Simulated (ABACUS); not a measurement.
## Tl: equation of state with PBE

Tl:

```
Tl
1.0
     3.45600    0.00000    0.00000
    -1.72800    2.99298    0.00000
     0.00000    0.00000    5.52500
Tl
2
Direct
  0.66667 0.33333 0.75000
  0.33333 0.66667 0.25000
```

| Quantity | Value |
| --- | --- |
| Program | ABACUS 3.10.1 |
| Task | equation of state |
| Functional | PBE |
| Potentials or basis | PseudoDojo NC SR 0.4.1 PBE standard |
| Cutoff | 830 eV |
| Density cutoff | 3320 eV |
| Basis | plane waves |
| k mesh | 9 × 9 × 5 |
| Occupations | fermi-dirac, width 0.05 eV |
| Spin | no spin polarisation |
| Radial cutoff of the potentials (pseudo_rcut) | 10 bohr |
| SCF threshold on the density | 1e-08 |
| Max SCF steps | 100 |
| Eigensolver | dav |
| Mixing | broyden |
| Mixing share | 0.7 |
| Symmetry key | 1 |
| Bands | 17 |

```json
{"Equilibrium volume": "31.50 Å³/atom (rough: see the caveat)", "Bulk modulus at fixed shape and positions": "26 GPa (rough)"}
```

Energy against volume, from the lowest point:
| volume (Å³/atom) | energy (meV/atom) |
| --- | --- |
| 26.860 | 75.06 |
| 27.432 | 54.07 |
| 28.003 | 37.01 |
| 28.575 | 23.43 |
| 29.146 | 12.96 |
| 29.718 | 5.25 |
| 30.289 | 0.00 |

All runs of the series together: 42 s on 4 threads of AMD EPYC 7B13 (Zen 3), on a shared host.

Caveat: the minimum lies outside the volumes run; the cell was scaled at fixed shape and fractional positions, which overstates the stiffness of a crystal with free parameters, most of all of layers and chains. Spin-orbit coupling is left out, which matters for the levels of Tl.
